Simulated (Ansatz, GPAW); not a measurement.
Given: the input of a run of Ansatz 0.2.0 on TiC. The cell is a database's computed one, not the measured one.

File input.yaml:

```yaml
crystal:
  lattice:
    - [0.0, 2.1657188437, 2.1657188437]
    - [2.1657188437, 0.0, 2.1657188437]
    - [2.1657188437, 2.1657188437, 0.0]
  atoms:
    - { symbol: Ti, position: [0.0, 0.0, 0.0] }
    - { symbol: C, position: [0.5, 0.5, 0.5] }
kpoints:
  mp_grid: { grid: [11, 11, 11] }
scf:
  occupations: { method: gaussian, width: 0.013 }
hamiltonian:
  xc: pbe
  pseudopotentials: { kind: all_electron, lapw: { basis_error: 0.001 } }
output:
  forces: true
  stress: true
  eigenvalues: true
```

Potentials or basis: all-electron LAPW, scalar-relativistic.

Launch:

```console
$ ansatz run input.yaml --threads 1 --pin off --max-ram 3072MiB --backend cpu --events-out ev --progress --plain --runs-dir out
```

Q: What does the same run look like in GPAW 26.7.0 (ASE script)? Potentials or basis there: GPAW PAW data sets (gpaw-data 1.2.1), cutoff 800 eV.

A: As run (cutoffs and basis follow the program's own potentials, and thresholds, step limits or extra output files can differ):

Contents of run.py:

```python
from ase.dft.bandgap import bandgap
from ase.io import read, write
from ase.units import GPa
from gpaw import GPAW, PW

atoms = read('POSCAR')

calc = GPAW(mode=PW(800),
            xc='PBE',
            kpts={'size': (11, 11, 11), 'gamma': True},
            occupations={'name': 'methfessel-paxton', 'order': 0, 'width': 0.013000000000000001},
            nbands=18,
            convergence={'density': 1e-05, 'energy': 1e-05},
            maxiter=150,
            txt='gpaw.txt')
atoms.calc = calc
energy = atoms.get_potential_energy()
forces = atoms.get_forces()
stress = atoms.get_stress()
calc.write('gs.gpw')
write('result.traj', atoms)
print(f'Energy: {energy:.6f} eV')
print('Forces (eV/A):')
print(forces.round(4))
print('Stress (GPa):', (stress / GPa).round(3))
print('Fermi level:', round(calc.get_fermi_level(), 4), 'eV')
print(f'Gap: {bandgap(calc)[0]:.4f} eV, direct: {bandgap(calc, direct=True)[0]:.4f} eV')
```

Contents of POSCAR:

```
TiC
1.0
    0.0000000000      2.1657188437      2.1657188437
    2.1657188437      0.0000000000      2.1657188437
    2.1657188437      2.1657188437      0.0000000000
Ti C
1 1
Direct
    0.0000000000      0.0000000000      0.0000000000
    0.5000000000      0.5000000000      0.5000000000
```

Potentials or basis: GPAW PAW data sets (gpaw-data 1.2.1), pw.

Command:

```console
$ OMP_NUM_THREADS=1 python run.py
```

Both were run:

|  | Ansatz | GPAW |
| --- | --- | --- |
| Pressure | 0.2 GPa | 0.9 GPa |

Where Ansatz's input types no cutoff or centring, it takes its own default and a Γ-centred mesh.

Pressure is positive in compression.
